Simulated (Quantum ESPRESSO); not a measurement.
# LiCl (Fm-3m) in Quantum ESPRESSO: a series of runs

The runs below take LiCl through band structure, single point, equation of state, with PBE, PBE+D3(BJ).

All numbers are computed with Quantum ESPRESSO 7.5; they aren't measurements. Logs are shortened: lines on timing, memory, paths and dates and some standing lists are left out, and cuts for length are marked.

## Step 1: Starting point

It takes space group Fm-3m (No. 225, cubic). Conventional cell: a = 5.130 Å, b = 5.130 Å, c = 5.130 Å, α = 90.00°, β = 90.00°, γ = 90.00°. Around Cl (site symmetry m-3m) lie 6 Li at 2.56 Å. Li (site symmetry m-3m) is surrounded by 6 Cl at 2.56 Å.

## Step 2: Band structure, PBE

File pw.in:

```
&CONTROL
  calculation = 'scf'
  prefix = 'pwscf'
  outdir = './tmp'
  pseudo_dir = './pseudo'
  tprnfor = .true.
  tstress = .true.
  disk_io = 'low'
/
&SYSTEM
  ibrav = 0
  A = 3.62713252
  nat = 2
  ntyp = 2
  ecutwfc = 74
  nbnd = 10
  occupations = 'smearing'
  smearing = 'fd'
  degauss = 0.00367493
/
&ELECTRONS
  conv_thr = 4d-10
  electron_maxstep = 120
  mixing_beta = 0.5
/
ATOMIC_SPECIES
Cl    35.4500 Cl.upf
Li     6.9400 Li.upf
CELL_PARAMETERS alat
   0.0000000000    0.7071067809    0.7071067809
   0.7071067809    0.0000000000    0.7071067809
   0.7071067809    0.7071067809    0.0000000000
ATOMIC_POSITIONS alat
Cl     0.7071067809    0.7071067809    0.7071067809
Li     0.0000000000    0.0000000000    0.0000000000
K_POINTS automatic
9 9 9 0 0 0
```

File bands.in:

```
&CONTROL
  calculation = 'bands'
  prefix = 'pwscf'
  outdir = './tmp'
  pseudo_dir = './pseudo'
  disk_io = 'low'
  verbosity = 'high'
/
&SYSTEM
  ibrav = 0
  A = 3.62713252
  nat = 2
  ntyp = 2
  ecutwfc = 74
  nbnd = 10
  occupations = 'smearing'
  smearing = 'fd'
  degauss = 0.00367493
/
&ELECTRONS
  conv_thr = 1d-08
  electron_maxstep = 120
  mixing_beta = 0.5
  diago_full_acc = .true.
/
ATOMIC_SPECIES
Cl    35.4500 Cl.upf
Li     6.9400 Li.upf
CELL_PARAMETERS alat
   0.0000000000    0.7071067809    0.7071067809
   0.7071067809    0.0000000000    0.7071067809
   0.7071067809    0.7071067809    0.0000000000
ATOMIC_POSITIONS alat
Cl     0.7071067809    0.7071067809    0.7071067809
Li     0.0000000000    0.0000000000    0.0000000000
K_POINTS crystal
60
 0.0000000000  0.0000000000  0.0000000000 1
 0.0625000000  0.0000000000  0.0625000000 1
 0.1250000000  0.0000000000  0.1250000000 1
 0.1875000000  0.0000000000  0.1875000000 1
 0.2500000000  0.0000000000  0.2500000000 1
 0.3125000000  0.0000000000  0.3125000000 1
 0.3750000000  0.0000000000  0.3750000000 1
 0.4375000000  0.0000000000  0.4375000000 1
 0.5000000000  0.0000000000  0.5000000000 1
 0.5000000000  0.0625000000  0.5625000000 1
 0.5000000000  0.1250000000  0.6250000000 1
 0.5000000000  0.1875000000  0.6875000000 1
 0.5000000000  0.2500000000  0.7500000000 1
 0.4375000000  0.3125000000  0.7500000000 1
 0.3750000000  0.3750000000  0.7500000000 1
 0.3375000000  0.3375000000  0.6750000000 1
 0.3000000000  0.3000000000  0.6000000000 1
 0.2625000000  0.2625000000  0.5250000000 1
 0.2250000000  0.2250000000  0.4500000000 1
 0.1875000000  0.1875000000  0.3750000000 1
 0.1500000000  0.1500000000  0.3000000000 1
 0.1125000000  0.1125000000  0.2250000000 1
 0.0750000000  0.0750000000  0.1500000000 1
 0.0375000000  0.0375000000  0.0750000000 1
 0.0000000000  0.0000000000  0.0000000000 1
 0.0625000000  0.0625000000  0.0625000000 1
 0.1250000000  0.1250000000  0.1250000000 1
 0.1875000000  0.1875000000  0.1875000000 1
 0.2500000000  0.2500000000  0.2500000000 1
 0.3125000000  0.3125000000  0.3125000000 1
 0.3750000000  0.3750000000  0.3750000000 1
 0.4375000000  0.4375000000  0.4375000000 1
 0.5000000000  0.5000000000  0.5000000000 1
 0.5250000000  0.4500000000  0.5250000000 1
 0.5500000000  0.4000000000  0.5500000000 1
 0.5750000000  0.3500000000  0.5750000000 1
 0.6000000000  0.3000000000  0.6000000000 1
 0.6250000000  0.2500000000  0.6250000000 1
 0.5833333333  0.2500000000  0.6666666667 1
 0.5416666667  0.2500000000  0.7083333333 1
 0.5000000000  0.2500000000  0.7500000000 1
 0.5000000000  0.2857142857  0.7142857143 1
 0.5000000000  0.3214285714  0.6785714286 1
 0.5000000000  0.3571428571  0.6428571429 1
 0.5000000000  0.3928571429  0.6071428571 1
 0.5000000000  0.4285714286  0.5714285714 1
 0.5000000000  0.4642857143  0.5357142857 1
 0.5000000000  0.5000000000  0.5000000000 1
 0.4821428571  0.4821428571  0.5357142857 1
 0.4642857143  0.4642857143  0.5714285714 1
 0.4464285714  0.4464285714  0.6071428571 1
 0.4285714286  0.4285714286  0.6428571429 1
 0.4107142857  0.4107142857  0.6785714286 1
 0.3928571429  0.3928571429  0.7142857143 1
 0.3750000000  0.3750000000  0.7500000000 1
 0.6250000000  0.2500000000  0.6250000000 1
 0.5937500000  0.1875000000  0.5937500000 1
 0.5625000000  0.1250000000  0.5625000000 1
 0.5312500000  0.0625000000  0.5312500000 1
 0.5000000000  0.0000000000  0.5000000000 1
```

Potentials or basis: PseudoDojo 0.4.1 SR PBE standard.

On the command line:

```console
OMP_NUM_THREADS=1 pw.x -in pw.in > pw.out
OMP_NUM_THREADS=1 pw.x -in bands.in > bands.out
```

pw.out:

```text
This program is part of the open-source Quantum ESPRESSO suite
     for quantum simulation of materials; please cite
[... 9 lines left out ...]
     --------------------
     sticks:   dense  smooth     PW     G-vecs:    dense   smooth      PW
     Sum         955     955    295                19603    19603    3215

     Using Slab Decomposition

     bravais-lattice index     =            0
     lattice parameter (alat)  =       6.8543  a.u.
     unit-cell volume          =     227.7046 (a.u.)^3
     number of atoms/cell      =            2
     number of atomic types    =            2
     number of electrons       =        10.00
     number of Kohn-Sham states=           10
     kinetic-energy cutoff     =      74.0000  Ry
     charge density cutoff     =     296.0000  Ry
     scf convergence threshold =      4.0E-10
     mixing beta               =       0.5000
     number of iterations used =            8  plain     mixing
     Exchange-correlation= PBE
                           (   1   4   3   4   0   0   0)

     celldm(1)=   6.854287  celldm(2)=   0.000000  celldm(3)=   0.000000
     celldm(4)=   0.000000  celldm(5)=   0.000000  celldm(6)=   0.000000

     crystal axes: (cart. coord. in units of alat)
               a(1) = (   0.000000   0.707107   0.707107 )
               a(2) = (   0.707107   0.000000   0.707107 )
               a(3) = (   0.707107   0.707107   0.000000 )

     reciprocal axes: (cart. coord. in units 2 pi/alat)
               b(1) = ( -0.707107  0.707107  0.707107 )
               b(2) = (  0.707107 -0.707107  0.707107 )
               b(3) = (  0.707107  0.707107 -0.707107 )

     PseudoPot. # 1 for Cl read from file:
     Cl.upf
     Pseudo is Norm-conserving + core correction, Zval =  7.0
     Generated using ONCVPSP code by D. R. Hamann
     Using radial grid of 1028 points,  6 beta functions with:
                l(1) =   0
                l(2) =   0
                l(3) =   1
                l(4) =   1
                l(5) =   2
                l(6) =   2

     PseudoPot. # 2 for Li read from file:
     Li.upf
     Pseudo is Norm-conserving, Zval =  3.0
     Generated using ONCVPSP code by D. R. Hamann
     Using radial grid of 1944 points,  4 beta functions with:
                l(1) =   0
                l(2) =   0
                l(3) =   1
                l(4) =   1

     atomic species   valence    mass     pseudopotential
     Cl                7.00    35.45000     Cl( 1.00)
     Li                3.00     6.94000     Li( 1.00)

     48 Sym. Ops., with inversion, found

   Cartesian axes

     site n.     atom                  positions (alat units)
         1        Cl     tau(   1) = (   0.7071068   0.7071068   0.7071068  )
         2        Li     tau(   2) = (   0.0000000   0.0000000   0.0000000  )

     number of k points=    35  Fermi-Dirac smearing, width (Ry)=  0.0037
                       cart. coord. in units 2pi/alat
        k(    1) = (   0.0000000   0.0000000   0.0000000), wk =   0.0027435
        k(    2) = (   0.0785674   0.0785674  -0.0785674), wk =   0.0219479
        k(    3) = (   0.1571348   0.1571348  -0.1571348), wk =   0.0219479
        k(    4) = (   0.2357023   0.2357023  -0.2357023), wk =   0.0219479
        k(    5) = (   0.3142697   0.3142697  -0.3142697), wk =   0.0219479
        k(    6) = (   0.1571348  -0.0000000   0.0000000), wk =   0.0164609
[... 27 lines left out ...]
        k(   34) = (  -0.0000000  -0.4714045   0.6285394), wk =   0.0658436
        k(   35) = (  -0.0785674  -0.3928371   0.7071068), wk =   0.0658436

     Dense  grid:    19603 G-vectors     FFT dimensions: (  40,  40,  40)

     Initial potential from superposition of free atoms

     starting charge       9.9954, renormalised to      10.0000
     Starting wfcs are    6 randomized atomic wfcs +    4 random wfcs

     Self-consistent Calculation

     iteration #  1     ecut=    74.00 Ry     beta= 0.50
     Davidson diagonalization with overlap
     ethr =  1.00E-02,  avg # of iterations =  6.3

[... 59 lines left out ...]
    13.3500  16.4912

          k = 0.3143 0.3143-0.3143 (  2464 PWs)   bands (ev):

   -41.8027 -11.1810  -1.0751   1.4183   1.4183   8.4528  11.1663  11.1663
    14.4478  18.0021

          k = 0.1571-0.0000 0.0000 (  2473 PWs)   bands (ev):

   -41.8049 -11.6492   1.2865   1.5210   1.5210   8.5633  12.6823  13.3632
    13.5432  13.5432

          k = 0.2357 0.0786-0.0786 (  2451 PWs)   bands (ev):

   -41.8042 -11.5216   0.5806   1.3832   1.4558   9.1903  12.0365  12.2370
    13.2869  14.1359

          k = 0.3143 0.1571-0.1571 (  2458 PWs)   bands (ev):

   -41.8033 -11.3360  -0.2812   1.2863   1.3250   9.3041  11.4082  12.4367
    12.4472  15.3259

          k = 0.3928 0.2357-0.2357 (  2442 PWs)   bands (ev):

   -41.8026 -11.1764  -0.8979   1.1575   1.2711   9.0104  11.0291  11.7143
    13.6451  16.6985

          k =-0.2357-0.3928 0.3928 (  2448 PWs)   bands (ev):
[... 49 lines left out ...]
          k = 0.4714-0.0000 0.0000 (  2453 PWs)   bands (ev):

   -41.8026 -11.1514  -0.5340   0.8154   0.8154  10.0066  10.4749  12.2207
    14.7550  14.7550

          k = 0.5500 0.0786-0.0786 (  2443 PWs)   bands (ev):

   -41.8021 -11.0262  -0.8654   0.5426   0.7353   9.8186  10.4776  12.7817
    14.4427  15.5103

          k =-0.0786-0.5500 0.5500 (  2438 PWs)   bands (ev):

   -41.8018 -10.9596  -0.8783   0.0776   0.8125   9.7268  11.2721  12.9727
    13.5192  15.7747

          k =-0.0000-0.4714 0.4714 (  2440 PWs)   bands (ev):

   -41.8019 -10.9875  -0.5102  -0.3609   1.0214   9.7714  12.1956  12.5727
    12.6066  16.1315

          k = 0.6285-0.0000 0.0000 (  2458 PWs)   bands (ev):

   -41.8018 -10.9471  -1.1390   0.5970   0.5970   9.5551   9.9764  13.8245
    15.6235  15.6235

          k = 0.0000-0.6285 0.6285 (  2434 PWs)   bands (ev):

   -41.8017 -10.9203  -1.1382   0.3867   0.6256   9.6056  10.2571  13.8539
    14.9128  15.6906

          k = 0.3143 0.1571 0.0000 (  2451 PWs)   bands (ev):

   -41.8035 -11.3784   0.0980   0.9667   1.4126   9.8341  11.5302  11.5407
    13.2732  14.4024

          k = 0.3928 0.2357-0.0786 (  2453 PWs)   bands (ev):

   -41.8028 -11.2049  -0.4825   0.6624   1.2898   9.9114  11.1052  11.8759
    12.8884  15.4908

          k =-0.2357-0.3928 0.5500 (  2434 PWs)   bands (ev):

   -41.8023 -11.0845  -0.8731   0.5394   1.1709   9.6662  10.9555  12.0019
    13.3915  16.8000

          k = 0.4714 0.1571 0.0000 (  2447 PWs)   bands (ev):

   -41.8025 -11.1283  -0.5608   0.5685   0.9418  10.3244  10.8784  11.5452
    13.9574  15.1257

          k =-0.1571-0.4714 0.6285 (  2448 PWs)   bands (ev):

   -41.8020 -11.0130  -0.7527   0.1816   0.8565  10.2369  11.2325  11.8976
    13.4389  16.0870

          k =-0.0786-0.3928 0.5500 (  2451 PWs)   bands (ev):

   -41.8019 -10.9875  -0.6666  -0.1220   0.9217  10.2113  11.3838  12.5646
    12.7412  16.6009

          k = 0.0000-0.3143 0.4714 (  2444 PWs)   bands (ev):

   -41.8022 -11.0659  -0.5373   0.0196   1.1112  10.3189  11.3042  11.7621
    13.0212  16.1748

          k =-0.0786-0.5500 0.7071 (  2450 PWs)   bands (ev):

   -41.8018 -10.9472  -0.9949   0.3289   0.6265   9.9303  10.4932  13.1168
    14.2642  15.9715

          k =-0.0000-0.4714 0.6285 (  2437 PWs)   bands (ev):

   -41.8017 -10.9318  -0.8172  -0.0643   0.6900  10.1131  11.3323  12.9761
    13.0076  16.2804

          k =-0.0786-0.3928 0.7071 (  2454 PWs)   bands (ev):

   -41.8018 -10.9433  -0.5966  -0.2584   0.6784  10.9913  11.4871  11.7120
    12.8507  16.9997

     the Fermi energy is     3.3003 ev

!    total energy              =     -47.47404732 Ry
     estimated scf accuracy    <          3.4E-11 Ry
     smearing contrib. (-TS)   =      -0.00000000 Ry
     internal energy E=F+TS    =     -47.47404732 Ry

     The total energy is F=E-TS. E is the sum of the following terms:
     one-electron contribution =     -10.49978010 Ry
     hartree contribution      =       7.60821184 Ry
     xc contribution           =     -12.42761557 Ry
     ewald contribution        =     -32.15486348 Ry

     convergence has been achieved in   8 iterations

     Forces acting on atoms (cartesian axes, Ry/au):

     atom    1 type  1   force =    -0.00000000    0.00000000    0.00000000
     atom    2 type  2   force =     0.00000000    0.00000000    0.00000000

     Total force =     0.000000     Total SCF correction =     0.000000

     Computing stress (Cartesian axis) and pressure

          total   stress  (Ry/bohr**3)                   (kbar)     P=        3.84
   0.00002611  -0.00000000  -0.00000000            3.84       -0.00       -0.00
   0.00000000   0.00002611  -0.00000000            0.00        3.84       -0.00
  -0.00000000  -0.00000000   0.00002611           -0.00       -0.00        3.84

=------------------------------------------------------------------------------=
   JOB DONE.
=------------------------------------------------------------------------------=
```

It took 24 s on 1 thread of Arm Neoverse V2, shared host; peak memory 0.09 GiB.

What came out:

```
Free energy             : -645.9173 eV
Pressure                : 0.4 GPa
Band gap on the k mesh  : 6.33 eV, direct
Band gap along the path : 6.33 eV, direct
```

Levels at the corners of the path, in eV from the valence-band top:
```tsv
point	band 2	band 3	band 4	band 5	band 6	band 7	band 8	band 9
Γ	-13.40	0.00	0.00	0.00	6.33	11.79	11.79	11.79
X	-12.59	-2.89	-1.10	-1.10	7.83	8.24	12.43	14.12
W	-12.60	-2.12	-2.12	-1.06	9.48	10.10	10.38	10.38
K	-12.62	-2.48	-1.78	-0.83	8.04	9.88	11.41	11.68
Γ	-13.40	0.00	0.00	0.00	6.33	11.79	11.79	11.79
L	-12.83	-2.81	-0.26	-0.26	6.74	9.44	9.44	12.97
U	-12.62	-2.48	-1.78	-0.83	8.04	9.88	11.41	11.68
W	-12.60	-2.12	-2.12	-1.06	9.48	10.10	10.38	10.38
L	-12.83	-2.81	-0.26	-0.26	6.74	9.44	9.44	12.97
K	-12.62	-2.48	-1.78	-0.83	8.04	9.88	11.41	11.68
U	-12.62	-2.48	-1.78	-0.83	8.04	9.88	11.41	11.68
X	-12.59	-2.89	-1.10	-1.10	7.83	8.24	12.43	14.12
```

## Step 3: Single point, PBE+D3(BJ), 15.86 Å³/atom

File pw.in:

```
&CONTROL
  calculation = 'scf'
  prefix = 'pwscf'
  outdir = './tmp'
  pseudo_dir = './pseudo'
  tprnfor = .true.
  tstress = .true.
  disk_io = 'nowf'
/
&SYSTEM
  ibrav = 0
  nat = 2
  ntyp = 2
  ecutwfc = 74
  nbnd = 10
  occupations = 'smearing'
  smearing = 'fd'
  degauss = 0.00367493
  vdw_corr = 'grimme-d3'
  dftd3_version = 4
/
&ELECTRONS
  conv_thr = 4d-10
  electron_maxstep = 120
  mixing_beta = 0.5
/
ATOMIC_SPECIES
Cl    35.4500 Cl.upf
Li     6.9400 Li.upf
CELL_PARAMETERS angstrom
   0.0000000000    2.5124130641    2.5124130641
   2.5124130641    0.0000000000    2.5124130641
   2.5124130641    2.5124130641    0.0000000000
ATOMIC_POSITIONS crystal
Cl     0.5000000000    0.5000000000    0.5000000000
Li     0.0000000000    0.0000000000    0.0000000000
K_POINTS automatic
9 9 9 0 0 0
```

Potentials or basis: PseudoDojo 0.4.1 SR PBE standard.

On the command line:

```console
OMP_NUM_THREADS=1 pw.x -in pw.in > pw.out
```

It took 10 s on 1 thread of Arm Neoverse V2, shared host; peak memory 0.09 GiB.

The run converged. Its results:

| Quantity | Value |
| --- | --- |
| Free energy | -646.3483 eV |
| Pressure | 0.5 GPa |
| Band gap on the k mesh | 6.70 eV, direct |

Caveat: an odd mesh through Γ misses points on the zone boundary, where band edges often lie.

## Step 4: Single point, PBE+D3(BJ), 16.20 Å³/atom

pw.in, as its differences from that of step 3:

```diff
@@ -30,5 +30,5 @@
 CELL_PARAMETERS angstrom
-   0.0000000000    2.5124130641    2.5124130641
-   2.5124130641    0.0000000000    2.5124130641
-   2.5124130641    2.5124130641    0.0000000000
+   0.0000000000    2.5301066968    2.5301066968
+   2.5301066968    0.0000000000    2.5301066968
+   2.5301066968    2.5301066968    0.0000000000
 ATOMIC_POSITIONS crystal
```

On the command line:

```console
OMP_NUM_THREADS=1 pw.x -in pw.in > pw.out
```

Run time: 11 s. Hardware: 1 thread of Arm Neoverse V2, shared host; peak memory 0.09 GiB.

Results (log left out):

```
Free energy            : -646.3489 eV
Pressure               : -0.3 GPa
Band gap on the k mesh : 6.57 eV, direct
```

Caveat: an odd mesh through Γ misses points on the zone boundary, where band edges often lie.

## Step 5: Single point, PBE+D3(BJ), 16.53 Å³/atom

pw.in, as its differences from that of step 4:

```diff
@@ -30,5 +30,5 @@
 CELL_PARAMETERS angstrom
-   0.0000000000    2.5301066968    2.5301066968
-   2.5301066968    0.0000000000    2.5301066968
-   2.5301066968    2.5301066968    0.0000000000
+   0.0000000000    2.5475562599    2.5475562599
+   2.5475562599    0.0000000000    2.5475562599
+   2.5475562599    2.5475562599    0.0000000000
 ATOMIC_POSITIONS crystal
```

On the command line:

```console
OMP_NUM_THREADS=1 pw.x -in pw.in > pw.out
```

Wall time 10 s (1 thread of Arm Neoverse V2, shared host); peak memory 0.09 GiB.

Results (log left out):

```
Free energy            : -646.3464 eV
Pressure               : -1.0 GPa
Band gap on the k mesh : 6.45 eV, direct
```

Caveat: an odd mesh through Γ misses points on the zone boundary, where band edges often lie.

## Step 6: Single point, PBE+D3(BJ), 16.87 Å³/atom

pw.in, as its differences from that of step 5:

```diff
@@ -30,5 +30,5 @@
 CELL_PARAMETERS angstrom
-   0.0000000000    2.5475562599    2.5475562599
-   2.5475562599    0.0000000000    2.5475562599
-   2.5475562599    2.5475562599    0.0000000000
+   0.0000000000    2.5647700000    2.5647700000
+   2.5647700000    0.0000000000    2.5647700000
+   2.5647700000    2.5647700000    0.0000000000
 ATOMIC_POSITIONS crystal
```

Potentials or basis: PseudoDojo 0.4.1 SR PBE standard.

On the command line:

```console
OMP_NUM_THREADS=1 pw.x -in pw.in > pw.out
```

Wall time 11 s (1 thread of Arm Neoverse V2, shared host); peak memory 0.09 GiB.

The run converged. Its results:

```
Free energy            : -646.3410 eV
Pressure               : -1.6 GPa
Band gap on the k mesh : 6.33 eV, direct
```

Caveat: an odd mesh through Γ misses points on the zone boundary, where band edges often lie.

## Step 7: Single point, PBE+D3(BJ), 17.21 Å³/atom

pw.in, as its differences from that of step 6:

```diff
@@ -30,5 +30,5 @@
 CELL_PARAMETERS angstrom
-   0.0000000000    2.5647700000    2.5647700000
-   2.5647700000    0.0000000000    2.5647700000
-   2.5647700000    2.5647700000    0.0000000000
+   0.0000000000    2.5817557268    2.5817557268
+   2.5817557268    0.0000000000    2.5817557268
+   2.5817557268    2.5817557268    0.0000000000
 ATOMIC_POSITIONS crystal
```

On the command line:

```console
OMP_NUM_THREADS=1 pw.x -in pw.in > pw.out
```

It took 11 s on 1 thread of Arm Neoverse V2, shared host; peak memory 0.09 GiB.

It converged, with:

```
Free energy            : -646.3331 eV
Pressure               : -2.2 GPa
Band gap on the k mesh : 6.22 eV, direct
```

Caveat: an odd mesh through Γ misses points on the zone boundary, where band edges often lie.

## Step 8: Single point, PBE+D3(BJ), 17.55 Å³/atom

pw.in, as its differences from that of step 7:

```diff
@@ -30,5 +30,5 @@
 CELL_PARAMETERS angstrom
-   0.0000000000    2.5817557268    2.5817557268
-   2.5817557268    0.0000000000    2.5817557268
-   2.5817557268    2.5817557268    0.0000000000
+   0.0000000000    2.5985208441    2.5985208441
+   2.5985208441    0.0000000000    2.5985208441
+   2.5985208441    2.5985208441    0.0000000000
 ATOMIC_POSITIONS crystal
```

On the command line:

```console
OMP_NUM_THREADS=1 pw.x -in pw.in > pw.out
```

Wall time 11 s (1 thread of Arm Neoverse V2, shared host); peak memory 0.09 GiB.

The run converged. Its results:

```
Free energy            : -646.3230 eV
Pressure               : -2.7 GPa
Band gap on the k mesh : 6.11 eV, direct
```

Caveat: an odd mesh through Γ misses points on the zone boundary, where band edges often lie.

## Step 9: Single point, PBE+D3(BJ), 17.88 Å³/atom

pw.in, as its differences from that of step 8:

```diff
@@ -30,5 +30,5 @@
 CELL_PARAMETERS angstrom
-   0.0000000000    2.5985208441    2.5985208441
-   2.5985208441    0.0000000000    2.5985208441
-   2.5985208441    2.5985208441    0.0000000000
+   0.0000000000    2.6150723786    2.6150723786
+   2.6150723786    0.0000000000    2.6150723786
+   2.6150723786    2.6150723786    0.0000000000
 ATOMIC_POSITIONS crystal
```

Potentials or basis: PseudoDojo 0.4.1 SR PBE standard.

On the command line:

```console
OMP_NUM_THREADS=1 pw.x -in pw.in > pw.out
```

Run time: 11 s. Hardware: 1 thread of Arm Neoverse V2, shared host; peak memory 0.09 GiB.

Results (log left out):

| Item | Value |
| --- | --- |
| Free energy | -646.3109 eV |
| Pressure | -3.1 GPa |
| Band gap on the k mesh | 6.01 eV, direct |

Caveat: an odd mesh through Γ misses points on the zone boundary, where band edges often lie.

## Step 10: Equation of state, PBE+D3(BJ)

No new run: the results of the series are fitted here.

What came out:

```yaml
Equilibrium_volume: 16.09 Å³/atom
Bulk_modulus: 37 GPa
Pressure_derivative_of_the_bulk_modulus: 4.3
```

Energy against volume, from the lowest point:
| volume (Å³/atom) | energy (meV/atom) |
| --- | --- |
| 15.859 | 0.30 |
| 16.196 | 0.00 |
| 16.534 | 1.28 |
| 16.871 | 3.96 |
| 17.209 | 7.90 |
| 17.546 | 12.96 |
| 17.883 | 19.03 |
